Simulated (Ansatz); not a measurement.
CdTe: the change of energy above given cell and pressure with volume ratio

Results calculated with Ansatz 0.2.0, not measured. Plane-wave density functional theory, PAW datasets, Gaussian smearing 0.05 eV: equation of state, the given cell scaled in volume with shape and atoms relaxed at each volume.

The cell before it is scaled or strained (space group F-43m, No. 216):
```
CELL_PARAMETERS angstrom
0.00000 3.30910 3.30910
3.30910 0.00000 3.30910
3.30910 3.30910 0.00000
ATOMIC_POSITIONS crystal
Cd 0.00000 0.00000 0.00000
Te 0.25000 0.25000 0.25000
```

Settings of every row: paw set soft_2; functional PBE; spin treatment none; moment partition spheres; spin axis none; wave cutoff 420 eV; k mesh 10x10x10; symmetry use detected.

Atom hubbard u: 0 on all atoms.

Limits: no spin-orbit coupling, which can matter with elements this heavy.

```
row  volume ratio  V (Å³/atom)  energy above given cell (meV per atom)  pressure (GPa)
  1         0.945       34.242                                   13.43           2.277
  2          0.96       34.785                                       ?               ?
  3          0.98        35.51                                    1.66           0.747
  4             1       36.235                                       0           0.002
  5          1.02       36.959                                    1.52          -0.662
  6          1.04       37.684                                    5.88          -1.253
  7          1.07       38.771                                   17.06          -2.021
  8           1.1       39.858                                   33.01          -2.665
```

Question: what energy above given cell and pressure should row 2 give?

Worked fit of energy above given cell. Take u = (V_r/V)^(2/3) − 1 with V_r = 36.959 Å³ an atom, which is twice the finite (Eulerian) strain; such expansions in the strain, on which the Birch-Murnaghan equation of state is built, carry the rest volume and the bulk modulus. The shown rows have u = 0.05222, 0.02702, 0.01328, 0, -0.01287, -0.03141, -0.0491. Least squares give energy above given cell = 1.521 − 228.97 × u + 8569.7 × u² + 3490 × u³ meV per atom; a parabola predicts inner rows, each left out in turn, worse (root mean square 0.13 against 0.00084 meV per atom). All shown rows lie on it to the printed digit. Its lowest point lies at u = 0.0133, or V = 36.24 Å³ an atom, and the curvature there gives the bulk modulus with shape and atoms relaxed, B = (4/9)(1 + u)² E″(u)/V = 35.1 GPa. The withheld row has u = 0.04124, so the fit gives 1.521 − 228.97 × (0.04124) + 8569.7 × (0.04124)² + 3490 × (0.04124)³ = 6.90 meV per atom.

The calculation gave 6.9 meV per atom. The fit meets it to the printed digit.

Worked fit of pressure. Take u = (V_r/V)^(2/3) − 1 with V_r = 36.959 Å³ an atom, which is twice the finite (Eulerian) strain; such expansions in the strain, on which the Birch-Murnaghan equation of state is built, carry the rest volume and the bulk modulus. The shown rows have u = 0.05222, 0.02702, 0.01328, 0, -0.01287, -0.03141, -0.0491. Least squares give pressure = −0.6616 + 47.907 × u + 152.22 × u² + 153.1 × u³ GPa; a parabola predicts inner rows, each left out in turn, worse (root mean square 0.0056 against 0.00036 GPa). All shown rows lie on it to the printed digit. The pressure vanishes at u = 0.0132, or V = 36.24 Å³ an atom, and there the bulk modulus with shape and atoms relaxed is B = −V dP/dV = (2/3)(1 + u) dP/du = 35.1 GPa. The withheld row has u = 0.04124, so the fit gives −0.6616 + 47.907 × (0.04124) + 152.22 × (0.04124)² + 153.1 × (0.04124)³ = 1.584 GPa.

The calculation gave 1.583 GPa. The fit lies 0.001 GPa (0.02 % of the column's range) above it, one unit of the last digit.
